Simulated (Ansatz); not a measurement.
# TiO2 (P4_2/mnm) in Ansatz: notebook

The runs below take TiO2 through relaxation of cell and atoms, single point, with revPBE, PBE.

Program: Ansatz 0.2.0. These are calculated values, not measurements. Logs are shortened: lines on timing, memory, paths and dates and some standing lists are left out, and cuts for length are marked.

**1. The structure**

It takes space group P4_2/mnm (No. 136, tetragonal). The conventional cell has a = 4.600 Å, b = 4.600 Å, c = 2.959 Å, α = 90.00°, β = 90.00°, γ = 90.00°. Around Ti (site symmetry mmm) lie 6 O at 1.95 to 1.98 Å. O (site symmetry m2m) is surrounded by 3 Ti at 1.95 to 1.98 Å.

The cell is a database's computed one.

**2. Relaxation of cell and atoms, revPBE**

Input file input.yaml:

```yaml
crystal:
  lattice:
    - [4.5998373239, 0.0, 0.0]
    - [0.0, 4.5998373239, 0.0]
    - [0.0, 0.0, 2.95921356]
  atoms:
    - { symbol: Ti, position: [0.0, 0.0, 0.5] }
    - { symbol: Ti, position: [0.5, 0.5, 0.0] }
    - { symbol: O, position: [0.30432132, 0.30432132, 0.5] }
    - { symbol: O, position: [0.19567868, 0.80432132, 0.0] }
    - { symbol: O, position: [0.80432132, 0.19567868, 0.0] }
    - { symbol: O, position: [0.69567868, 0.69567868, 0.5] }
hamiltonian:
  xc: revpbe
  pseudopotentials: { kind: paw }
kpoints:
  mp_grid: { grid: [6, 6, 9] }
scf:
  occupations: { method: fermi_dirac, width: 0.05 }
output:
  forces: true
  stress: true
  write_density: true
  write_potential: true
  elf: true
  volumetric_format: npy
relax:
  f_tol: 0.01
  max_steps: 40
  cell: { stress_tol: 0.05 }
```

Potentials or basis: Ansatz PAW.

On the command line:

```sh
ansatz run input.yaml --threads 2 --pin off --max-ram 5120MiB --backend cpu --events-out ev --progress --plain --runs-dir out
```

What it wrote:

```text
Warning: RAYON_NUM_THREADS=2 ignored (pool sized by the plan → 2); use --threads N
Engine: ansatz 0.2.0, aarch64-unknown-linux-gnu
Pseudopotentials: kind: paw
Pseudopotential: Ti, paw, valence charge 12, recommended cutoff 420 eV (normal), Ti.paw.azcp
Pseudopotential: O, paw, valence charge 6, recommended cutoff 420 eV (normal), O.paw.azcp
Functional definition: revPBE
  parameter kappa = 1.245
  parameter beta = 0.06672455060314922
  exchange = pbe_x(kappa = kappa, mu = beta*pi^2/3)
  correlation = pbe_c(beta = beta)
Crystal: 6 atoms, lattice volume = 62.613 Å³
Basis set: ecut = 420 eV, 1217 PW (Γ), exchange–correlation on 64×64×40 points (8 copies of the dense FFT grid, shifted against one another)
Bands: 30, of which v1, the nominal top of the filled ones, is band 24 counted from 1 (23 counted from 0)
Symmetry: 16 space group operations
Space group: P42/mnm (ITA 136), of the structure as read, at distance tolerance 4.0e-5 Å
k-points: 50 of 324
Non-local potential: Ti, projectors of the file, l = 0: 3, l = 1: 2, l = 2: 3, l = 3: 1
Non-local potential: O, projectors of the file, l = 0: 2, l = 1: 2, l = 2: 1
PAW form: soft (Blöchl's): semilocal exchange-correlation on the pseudo side does not see the compensation charge
PAW frozen core: Ti, regenerated for the run's functional, and the local potential with it (the file was generated under x = pbe(κ = 0.804, μ = 0.2195149727645171), c = pbe(β = 0.06672455060314922))
PAW frozen core: O, regenerated for the run's functional, and the local potential with it (the file was generated under x = pbe(κ = 0.804, μ = 0.2195149727645171), c = pbe(β = 0.06672455060314922))
PAW one-centre angular grid: Ti, 590 points (default); XC on 64 Gauss nodes
PAW one-centre angular grid: O, 110 points (default); XC on 64 Gauss nodes
Initial density: superposition of atomic densities (neutral atoms: chi_scale 0, normalization atom), corrected by the library's trained network
Initial wavefunctions: pseudopotential atomic-orbital guess
Functional: x = revpbe(κ = 1.245, μ = 0.2195149727645171), c = pbe(β = 0.06672455060314922)
SCF iter   1: F=—  HF=-7288.396298 eV  |F-HF|=—  |Δ(HF+E_count)|=         —  Δρ=3.01e-3  dr2=3.52e-3  ethr=1.77e-3  ⟨swp⟩=5.0  Hψ=5997  notcnv=0
preconditioner: auto → Resta (q_TF=auto, 2.610 Å⁻¹)  ε∞=8.9  [insulator: Δε(μ)=1.899 eV  Ē_g=9.445 eV  σ=0.050 eV  W_gap=1.00  n_scr=18 (ndim 8)  ℏωp=26.5 eV  f_vac=0.019  D(μ)=0.00/eV (n_scr^D=0)  ε∞_Penn≈8.9]
SCF iter   2: F=—  HF=-7288.397219 eV  |F-HF|=—  |Δ(HF+E_count)|=   9.21e-4  Δρ=1.72e-3  dr2=1.01e-3  ethr=7.33e-6  ⟨swp⟩=2.5  Hψ=2464  notcnv=0
SCF iter   3: F=—  HF=-7288.397920 eV  |F-HF|=—  |Δ(HF+E_count)|=   7.01e-4  Δρ=1.10e-3  dr2=7.88e-4  ethr=2.10e-6  ⟨swp⟩=2.5  Hψ=2598  notcnv=0  defer=2
SCF iter   4: F=—  HF=-7288.397893 eV  |F-HF|=—  |Δ(HF+E_count)|=   2.62e-5  Δρ=2.37e-4  dr2=3.79e-5  ethr=1.64e-6  ⟨swp⟩=2.1  Hψ=2041  notcnv=0
SCF iter   5: F=—  HF=-7288.397899 eV  |F-HF|=—  |Δ(HF+E_count)|=   5.56e-6  Δρ=7.92e-5  dr2=4.22e-6  ethr=7.90e-8  ⟨swp⟩=2.0  Hψ=2212  notcnv=0
SCF iter   6: F=—  HF=-7288.397905 eV  |F-HF|=—  |Δ(HF+E_count)|=   6.17e-6  Δρ=2.02e-5  dr2=2.63e-7  ethr=8.79e-9  ⟨swp⟩=2.0  Hψ=2242  notcnv=0
SCF iter   7: F=-7288.397906 eV  HF=-7288.397906 eV  |F-HF|=1.81e-8  |Δ(HF+E_count)|=   4.99e-7  Δρ=5.01e-6  dr2=1.40e-8  ethr=2.08e-10  ⟨swp⟩=8.0  Hψ=8951  notcnv=0
SCF 1 converged in 7 iterations: F = -7288.397906 eV  dr2 = 1.40e-8
relax step   1: F+E_penalty+E_count = -7288.39790571 eV  Δ(F+E_penalty+E_count) = +0.000e0 eV  max|allowed force component| = 1.290e-2 eV/Å  Δτ_max = 0.0000 Å  P = +7.977 GPa  Ω = 62.613 Å³  (7 SCF iters, dr2 threshold 1.00e-7 eV, accepted)
Crystal: 6 atoms, lattice volume = 64.165 Å³
Basis set: ecut = 420 eV, 1241 PW (Γ), exchange–correlation on 64×64×40 points (8 copies of the dense FFT grid, shifted against one another)
Initial density: handed on by an earlier stage of this run
Initial wavefunctions: those handed on with the density
iter 1 solved again at ethr=2.49e-5 eV; its pass at ethr=3.10e-3 eV (dr2=1.19e-2 eV) is discarded
SCF iter   1: F=—  HF=-7288.442924 eV  |F-HF|=—  |Δ(HF+E_count)|=         —  Δρ=4.77e-3  dr2=1.26e-2  ethr=2.49e-5  ⟨swp⟩=1.0  Hψ=8040  notcnv=0
[... 59 lines left out ...]
SCF iter   3: F=—  HF=-7288.455859 eV  |F-HF|=—  |Δ(HF+E_count)|=   3.02e-6  Δρ=7.97e-5  dr2=4.10e-6  ethr=5.01e-8  ⟨swp⟩=2.0  Hψ=1888  notcnv=0
SCF iter   4: F=—  HF=-7288.455859 eV  |F-HF|=—  |Δ(HF+E_count)|=   3.12e-7  Δρ=2.14e-5  dr2=3.06e-7  ethr=8.55e-9  ⟨swp⟩=2.5  Hψ=2341  notcnv=0
SCF iter   5: F=-7288.455859 eV  HF=-7288.455859 eV  |F-HF|=3.04e-8  |Δ(HF+E_count)|=   2.40e-7  Δρ=4.99e-6  dr2=1.87e-8  ethr=5.76e-10  ⟨swp⟩=8.0  Hψ=8805  notcnv=0
SCF 7 converged in 5 iterations: F = -7288.455859 eV  dr2 = 1.87e-8
relax step   7: F+E_penalty+E_count = -7288.45585939 eV  Δ(F+E_penalty+E_count) = +3.161e-4 eV  max|allowed force component| = 1.100e-4 eV/Å  Δτ_max = 0.0007 Å  P = +0.012 GPa  Ω = 65.041 Å³  energy of the carried Pulay correction = -4.376e-4 eV  (5 SCF iters, dr2 threshold 2.77e-7 eV, accepted)
iter 1 solved again at ethr=9.78e-9 eV; its pass at ethr=3.10e-3 eV (dr2=4.69e-6 eV) is discarded
SCF iter   1: F=—  HF=-7288.456002 eV  |F-HF|=—  |Δ(HF+E_count)|=         —  Δρ=1.28e-4  dr2=2.47e-7  ethr=9.78e-9  ⟨swp⟩=3.3  Hψ=10270  notcnv=0
preconditioner: auto → Resta (q_TF=auto, 2.594 Å⁻¹)  ε∞=9.0  [insulator: Δε(μ)=1.869 eV  Ē_g=9.228 eV  σ=0.050 eV  W_gap=1.00  n_scr=18 (ndim 8)  ℏωp=26.0 eV  f_vac=0.034  D(μ)=0.00/eV (n_scr^D=0)  ε∞_Penn≈9.0]
SCF iter   2: F=—  HF=-7288.456158 eV  |F-HF|=—  |Δ(HF+E_count)|=   1.56e-4  Δρ=6.52e-5  dr2=7.56e-8  ethr=5.15e-10  ⟨swp⟩=2.1  Hψ=2486  notcnv=0
SCF iter   3: F=—  HF=-7288.456209 eV  |F-HF|=—  |Δ(HF+E_count)|=   5.14e-5  Δρ=9.04e-6  dr2=4.78e-8  ethr=1.58e-10  ⟨swp⟩=2.0  Hψ=2300  notcnv=0
SCF iter   4: F=—  HF=-7288.456209 eV  |F-HF|=—  |Δ(HF+E_count)|=   1.19e-7  Δρ=1.54e-6  dr2=1.82e-9  ethr=9.95e-11  ⟨swp⟩=2.1  Hψ=1982  notcnv=0
SCF iter   5: F=—  HF=-7288.456209 eV  |F-HF|=—  |Δ(HF+E_count)|=   3.32e-9  Δρ=7.44e-7  dr2=4.52e-10  ethr=3.79e-12  ⟨swp⟩=2.0  Hψ=2099  notcnv=0
SCF iter   6: F=-7288.456209 eV  HF=-7288.456209 eV  |F-HF|=8.55e-11  |Δ(HF+E_count)|=   1.98e-9  Δρ=2.13e-7  dr2=2.33e-11  ethr=1.00e-12  ⟨swp⟩=4.0  Hψ=7272  notcnv=0
SCF 8 converged in 6 iterations: F = -7288.456209 eV  dr2 = 2.33e-11
relax step   8: F+E_penalty+E_count = -7288.45620907 eV  Δ(F+E_penalty+E_count) = -3.497e-4 eV  max|allowed force component| = 1.532e-4 eV/Å  Δτ_max = 0.0000 Å  P = +0.017 GPa  Ω = 65.041 Å³  stress off target by 2.12e-2 GPa  SCF on the basis re-selected at this cell (its energy is not comparable with the rows above)  (6 SCF iters)
basis re-selected at this cell: Δ(F+E_penalty+E_count) = -3.497e-4 eV, ΔP = +0.005 GPa vs the last step (what re-selecting the basis moved, of the pressure what is left beyond the Pulay correction that the steps carried, after the strain that the cell walked since its last selection, with what the two solves' SCF thresholds leave and, on support functions, any second-order correction that the steps lacked; it is no measure of the basis error at this ecutwfc). This SCF's stress stands 2.12e-2 GPa from its target on what of the cell is left free (relax.cell.stress_tol is 5.00e-2 GPa) and its largest allowed force component is 1.53e-4 eV/Å (relax.f_tol is 1.00e-2 eV/Å): within both
SCF converged after 6 iterations
Free energy (F): -7288.456209 eV
Harris-Foulkes:  -7288.456209 eV  (|F-HF|=8.55e-11)
Internal energy: -7288.456209 eV  (E = F + TS)
E sigma→0 (E₀):  -7288.456209 eV
Fermi energy:    9.509600 eV
--- Per-component energies (eV) ---
  E_band       = -414.747196
  E_kinetic    = 1243.534597
  E_local      = -3162.104631  (includes V_loc(G=0)·N_el)
  E_nonlocal   = 192.086323
  E_hartree    = 1203.603225
  E_xc         = -493.227659
  E_vxc        = -623.295938  (∫ρ·V_xc dr)
  E_paw        = -2731.070914  (= ΣΔE_a)
  E_vpaw       = -472.184288  (= ΣTr[D̂ρ^β])
  E_aug_tail   = 0.010093  (compensation charges beyond the density's cutoff)
  E_ewald      = -3541.149759
  E_core_change = -0.137484  (= ΣΔE_core)
  E_smearing   = -0.000000  (= −TS)
  E_closure    = -0.000000  (closes the sum)
  Σ components = -7288.456209   (vs F -7288.456209, Δ=0.00e0)
--- Forces (eV/Å), atoms counted from 1 ---
  atom   1  Ti     0.00000000     0.00000000     0.00000000
  atom   2  Ti     0.00000000     0.00000000     0.00000000
  atom   3  O      0.00015323     0.00015323     0.00000000
  atom   4  O     -0.00015323     0.00015323     0.00000000
  atom   5  O      0.00015323    -0.00015323     0.00000000
  atom   6  O     -0.00015323    -0.00015323     0.00000000
  max |Σ_I F_I| component: 8.40e-19 eV/Å
--- Stress (GPa, compression-positive) ---
        0.021209       0.000000       0.000000
        0.000000       0.021209       0.000000
        0.000000       0.000000       0.009926
  P = ⅓ Tr σ = 0.0174 GPa (0.174 kbar)
--- Band table (eV; the first three rows and the last of 50) ---
  k-point 0: bands = ["-48.4489", "-48.4358", "-24.6794", "-24.6794", "-24.5393", "-24.5393", "-24.4942", "-24.4668", "-9.4404", "-8.3582", "-7.7078", "-7.7078", "3.0724", "3.5090", "4.0447", "4.9639", "4.9639", "6.1493", "6.1493", "6.7721", "7.9554", "8.1906", "8.1906", "8.5959", "10.4650", "10.7589", "11.0178", "11.0743", "11.0743", "12.7071"]
  k-point 1: bands = ["-48.4443", "-48.4319", "-24.6671", "-24.6671", "-24.5427", "-24.5369", "-24.5369", "-24.5175", "-9.3200", "-8.2899", "-7.7626", "-7.7626", "3.2469", "3.6404", "4.1820", "4.8219", "4.8219", "6.3988", "6.3988", "6.4074", "7.4631", "7.9563", "7.9563", "8.5553", "10.7500", "10.8673", "10.9300", "11.2213", "11.2213", "12.8938"]
  k-point 2: bands = ["-48.4323", "-48.4222", "-24.6635", "-24.6441", "-24.6348", "-24.6348", "-24.5319", "-24.5319", "-8.9983", "-8.1294", "-7.9009", "-7.9009", "3.7112", "3.9754", "4.5851", "4.6863", "4.6863", "5.6392", "6.4965", "6.8114", "6.8114", "7.3736", "7.3736", "8.3364", "10.8003", "11.0632", "11.2573", "11.5631", "11.5631", "12.6194"]
  k-point 49: bands = ["-48.4067", "-48.4067", "-24.8788", "-24.8788", "-24.5624", "-24.5624", "-24.5361", "-24.5361", "-8.2377", "-8.2377", "-8.0049", "-8.0049", "4.1743", "4.1743", "4.2499", "4.2499", "5.2387", "5.2387", "5.9910", "5.9910", "7.4139", "7.4139", "7.9064", "7.9064", "11.1755", "11.1755", "11.7294", "11.7294", "11.7410", "11.7410"]
--- Relaxed structure (6 steps of the walk, 6 accepted, 2 SCFs on fresh bases) ---
  F+E_penalty+E_count = -7288.45620907 eV   max|allowed force component| = 1.532e-4 eV/Å   (the final SCF, on the basis selected at the relaxed cell)
  cell:  # Å, volume = 65.0411 Å³
    - [4.675377521238173, -2.5098536373357366e-34, 0.0]
    - [-1.3943631318531872e-34, 4.675377521238173, 0.0]
    - [0.0, 0.0, 2.975461094181052]
  atoms:
    - { symbol: Ti, position: [1.7677834499475184e-20, -2.897200654080644e-20, 0.5000000000000001] }
    - { symbol: Ti, position: [0.5000000000000001, 0.5000000000000001, 0.0] }
    - { symbol: O, position: [0.30569966252169933, 0.30569966252169933, 0.5000000000000001] }
    - { symbol: O, position: [0.19430033747830075, 0.8056996625216993, 0.0] }
    - { symbol: O, position: [0.8056996625216993, 0.19430033747830075, 0.0] }
    - { symbol: O, position: [0.6943003374783008, 0.6943003374783008, 0.5000000000000001] }
```

It took 16 s on 2 threads of Arm Neoverse V2, shared host; peak memory 0.39 GiB.

What came out:

```
Free energy                            : -7288.4562 eV
Relaxed volume                         : 10.84 Å³/atom
Relaxed cell                           : a = 4.675 Å, b = 4.675 Å, c = 2.975 Å, α = 90.00°, β = 90.00°, γ = 90.00°
Space group after relaxing (to 0.05 Å) : P4_2/mnm (No. 136)
Energy gained by relaxing              : 9.7 meV/atom
Ionic steps                            : 8
Pressure after relaxing                : 0.0 GPa
Band gap on the k mesh                 : 1.87 eV, direct
```

The path:
| step | energy change (eV) | largest force (eV/Å) | volume (Å³) |
| --- | --- | --- | --- |
| 1 | 0.0000 | 0.0182 | 62.61 |
| 2 | -0.0428 | 0.0840 | 64.17 |
| 3 | -0.0459 | 0.0574 | 64.83 |
| 4 | -0.0464 | 0.0044 | 64.92 |
| 5 | -0.0464 | 0.0043 | 64.93 |
| 6 | -0.0583 | 0.0041 | 64.93 |
| 7 | -0.0580 | 0.0002 | 65.04 |
| 8 | -0.0583 | 0.0002 | 65.04 |

Final structure:
```
Ti O
1.0
     4.67538    0.00000    0.00000
     0.00000    4.67538    0.00000
     0.00000    0.00000    2.97546
Ti O
2 4
Cartesian
  0.0000 0.0000 1.4877
  2.3377 2.3377 0.0000
  1.4293 1.4293 1.4877
  0.9084 3.7670 0.0000
  3.7670 0.9084 0.0000
  3.2461 3.2461 1.4877
```

Caveat: odd divisions of the mesh miss points on the zone boundary, where band edges often lie, so the gap on the mesh can be too wide; the plane-wave basis is chosen anew once the cell has moved, so the energies of steps on either side of that aren't comparable; the pressure holds a Pulay correction of +0.6 GPa for the finite cutoff; the PAW data sets come from PBE, with cores solved anew for the run's functional, which leaves a small shift of forces and pressure.

**3. Single point, PBE**

input.yaml, as its differences from that of step 2:

```diff
@@ -13,3 +13,3 @@
 hamiltonian:
-  xc: revpbe
+  xc: pbe
   pseudopotentials: { kind: paw }
@@ -19,2 +19,4 @@
   occupations: { method: fermi_dirac, width: 0.05 }
+basis:
+  ecutwfc: "300 eV"
 output:
@@ -22,9 +24,2 @@
   stress: true
-  write_density: true
-  write_potential: true
-  elf: true
-  volumetric_format: npy
-relax:
-  f_tol: 0.01
-  max_steps: 40
-  cell: { stress_tol: 0.05 }
+  eigenvalues: true
```

Potentials or basis: Ansatz PAW.

On the command line:

```sh
ansatz run input.yaml --threads 2 --pin off --max-ram 5120MiB --backend cpu --events-out ev --progress --plain --runs-dir out
```

What it wrote:

```text
Warning: basis.ecutwfc = 300 eV is below the records' recommended 420 eV, and the density's cutoff is lower with it unless basis.ecutrho_ratio is high enough to keep the records' density cutoff: compare with a run at a higher cutoff
Warning: RAYON_NUM_THREADS=2 ignored (pool sized by the plan → 2); use --threads N
Engine: ansatz 0.2.0, aarch64-unknown-linux-gnu
Pseudopotentials: kind: paw
Pseudopotential: Ti, paw, valence charge 12, recommended cutoff 420 eV (normal), Ti.paw.azcp
Pseudopotential: O, paw, valence charge 6, recommended cutoff 420 eV (normal), O.paw.azcp
Functional definition: PBE
  parameter kappa = 0.804
  parameter beta = 0.06672455060314922
  exchange = pbe_x(kappa = kappa, mu = beta*pi^2/3)
  correlation = pbe_c(beta = beta)
Crystal: 6 atoms, lattice volume = 62.613 Å³
Basis set: ecut = 300 eV, 737 PW (Γ), exchange–correlation on 54×54×36 points (8 copies of the dense FFT grid, shifted against one another)
Bands: 30, of which v1, the nominal top of the filled ones, is band 24 counted from 1 (23 counted from 0)
Symmetry: 16 space group operations
Space group: P42/mnm (ITA 136), of the structure as read, at distance tolerance 4.0e-5 Å
k-points: 50 of 324
[... 27 lines left out ...]
  E_kinetic    = 1260.892039
  E_local      = -3087.277725  (includes V_loc(G=0)·N_el)
  E_nonlocal   = 185.572081
  E_hartree    = 1174.836096
  E_xc         = -496.534463
  E_vxc        = -628.933005  (∫ρ·V_xc dr)
  E_paw        = -2719.561962  (= ΣΔE_a)
  E_vpaw       = -475.337249  (= ΣTr[D̂ρ^β])
  E_aug_tail   = 0.041917  (compensation charges beyond the density's cutoff)
  E_ewald      = -3593.095214
  E_smearing   = -0.000000  (= −TS)
  E_closure    = -0.000000  (closes the sum)
  Σ components = -7275.127230   (vs F -7275.127230, Δ=0.00e0)
--- Forces (eV/Å), atoms counted from 1 ---
  atom   1  Ti     0.00000000    -0.00000000     0.00000000
  atom   2  Ti     0.00000000     0.00000000     0.00000000
  atom   3  O      0.04593200     0.04593200     0.00000000
  atom   4  O     -0.04593200     0.04593200     0.00000000
  atom   5  O      0.04593200    -0.04593200     0.00000000
  atom   6  O     -0.04593200    -0.04593200     0.00000000
  max |Σ_I F_I| component: 6.94e-18 eV/Å
--- Stress (GPa, compression-positive) ---
        2.707422       0.000000       0.000000
        0.000000       2.707422       0.000000
        0.000000       0.000000       1.459952
  P = ⅓ Tr σ = 2.2916 GPa (22.916 kbar)
--- Band table (eV; the first three rows and the last of 50) ---
  k-point 0: bands = ["-47.8846", "-47.8687", "-24.1830", "-24.1830", "-24.0181", "-24.0181", "-23.9788", "-23.9417", "-9.1872", "-8.0272", "-7.3104", "-7.3104", "3.3558", "3.7912", "4.2194", "5.2994", "5.2994", "6.5005", "6.5005", "7.0618", "8.4263", "8.6601", "8.6601", "9.1144", "10.9315", "11.2292", "11.4498", "11.5524", "11.5524", "13.4466"]
  k-point 1: bands = ["-47.8791", "-47.8649", "-24.1721", "-24.1721", "-24.0348", "-24.0140", "-24.0140", "-23.9979", "-9.0608", "-7.9558", "-7.3692", "-7.3692", "3.5315", "3.9306", "4.3380", "5.1546", "5.1546", "6.7298", "6.7653", "6.7653", "7.8848", "8.4025", "8.4025", "9.0411", "11.2306", "11.3276", "11.3727", "11.7133", "11.7133", "13.5127"]
  k-point 2: bands = ["-47.8662", "-47.8541", "-24.1618", "-24.1361", "-24.1361", "-24.1354", "-24.0111", "-24.0111", "-8.7222", "-7.7893", "-7.5173", "-7.5173", "4.0076", "4.2759", "4.7491", "5.0213", "5.0213", "5.9680", "6.8918", "7.2016", "7.2016", "7.7727", "7.7727", "8.7556", "11.2805", "11.5441", "11.7586", "12.0899", "12.0899", "13.2265"]
  k-point 49: bands = ["-47.8371", "-47.8371", "-24.3928", "-24.3928", "-24.0530", "-24.0530", "-24.0127", "-24.0127", "-7.8849", "-7.8849", "-7.6588", "-7.6588", "4.3807", "4.3807", "4.5501", "4.5501", "5.6003", "5.6003", "6.4252", "6.4252", "7.7688", "7.7688", "8.3840", "8.3840", "11.7434", "11.7434", "12.2480", "12.2480", "12.2555", "12.2555"]
```

It took 1.6 s on 2 threads of Arm Neoverse V2, shared host; peak memory 0.33 GiB.

What came out:

* Free energy: -7275.1272 eV
* Pressure: 2.3 GPa
* Largest force: 0.065 eV/Å
* Band gap on the k mesh: 1.82 eV, direct

Forces on the atoms (eV/Å):
```
Ti   0.000  0.000  0.000
Ti   0.000  0.000  0.000
O    0.046  0.046  0.000
O   -0.046  0.046  0.000
O    0.046 -0.046  0.000
O   -0.046 -0.046  0.000
```

Stress tensor (GPa, compression positive):
```
2.71 0.00 0.00
0.00 2.71 0.00
0.00 0.00 1.46
```

Caveat: odd divisions of the mesh miss points on the zone boundary, where band edges often lie, so the gap on the mesh can be too wide; the pressure holds a Pulay correction of +34.1 GPa for the finite cutoff; the cutoff lies under the one recommended for these potentials.

**4. Comparison with measurements**

Step 3. The gap isn't set beside the measured one, since this odd mesh misses points on the zone boundary.
